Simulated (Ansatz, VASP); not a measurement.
## Ge in VASP and in Ansatz

```xyz
2
Lattice="0.0000 2.8109 2.8109 2.8109 0.0000 2.8109 2.8109 2.8109 0.0000" Properties=species:S:1:pos:R:3 pbc="T T T"
Ge    0.0000    0.0000    0.0000
Ge    1.4054    1.4054    1.4054
```

Alike in both runs: functional LDA; k mesh 10 × 10 × 10; occupations gaussian, width 0.01 eV; no spin polarisation.

Ansatz relaxed the structure, and its values are those at the end. VASP's run is a single point on that final structure, the one shown.

|  | VASP | Ansatz |
| --- | --- | --- |
| version | VASP 6.6.1 | Ansatz 0.2.0 |
| potentials or method | VASP PAW LDA potentials, release 64 (Ge_d) | scalar-relativistic, plane waves, PAW |
| plane-wave cutoff (eV) | 520 | 420 |
| valence electrons in the cell | 28 | 28 |

```tsv
	VASP	Ansatz	Ansatz less VASP
pressure (GPa)	0.1	0.0	-0.14
```
